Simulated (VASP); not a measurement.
Wanted: an ASE script for a VASP 6.6.1 run.

| Property | Result |
| --- | --- |
| Task | single point |
| Functional | PBEsol |
| Potentials or basis | VASP PAW PBE potentials, release 64 (F, Li, H) |
| Cutoff | 500 eV |
| k mesh | 11 × 11 × 11 |
| Occupations | gaussian, width 0.02 eV |
| Spin | no spin polarisation |
| Further INCAR settings | ALGO = Fast; EDIFF = 1.00e-06; NBANDS = 16 |

The structure of LiHF2 lies in POSCAR:

```
LiHF2
1.0
    1.4669835874      0.8469633691      4.3666887241
   -1.4669835874      0.8469633691      4.3666887241
    0.0000000000     -1.6939267382      4.3666887241
F Li H
2 1 1
Direct
    0.5866981200      0.5866981200      0.5866981200
    0.4133018800      0.4133018800      0.4133018800
    0.0000000000      0.0000000000      0.0000000000
    0.5000000000      0.5000000000      0.5000000000
```

The cell comes from a database or a generator and needn't be the stable form of this composition.

One way to write it, as run:

run.py

```python
from ase.calculators.vasp import Vasp
from ase.dft.bandgap import bandgap
from ase.io import read

atoms = read('POSCAR')
calc = Vasp(
    directory='calc',
    xc='pbesol',
    pp='PBE',
    setups='minimal',
    prec='Accurate',
    encut=500,
    ediff=1e-06,
    ismear=0,
    sigma=0.02,
    lreal=False,
    lasph=True,
    nelm=100,
    algo='Fast',
    isif=2,
    lwave=False,
    lcharg=True,
    lelf=True,
    lvhar=True,
    kpts=[11, 11, 11],
    gamma=True,
    nbands=16,
)
atoms.calc = calc

print('energy (eV):', atoms.get_potential_energy())
print('free energy (eV):', atoms.get_potential_energy(force_consistent=True))
print('forces (eV/A):')
print(atoms.get_forces())
print('stress (eV/A^3, Voigt):', atoms.get_stress())
print('Fermi level (eV):', calc.get_fermi_level())
gap, top, bottom = bandgap(calc)
print('band gap (eV):', gap, 'from (spin, k, band)', top, 'to', bottom)
```

Potentials or basis: VASP PAW PBE potentials, release 64 (F, Li, H).

The run is started by

```console
$ python run.py
```

It gave:

```yaml
Pressure: 1.9 GPa
Largest_force: 0.130 eV/Å
Band_gap_on_the_k_mesh: 8.27 eV, indirect (least direct gap 8.48 eV)
```

Caveat: the PAW data sets were made with another functional, which shifts forces and pressure a little; an odd mesh through Γ misses points on the zone boundary, where band edges often lie.

Run time: 3.9 min on 1 thread of AMD EPYC 7R43 64-Core Processor (Zen 3) (shared host), peak memory 0.2 GiB.
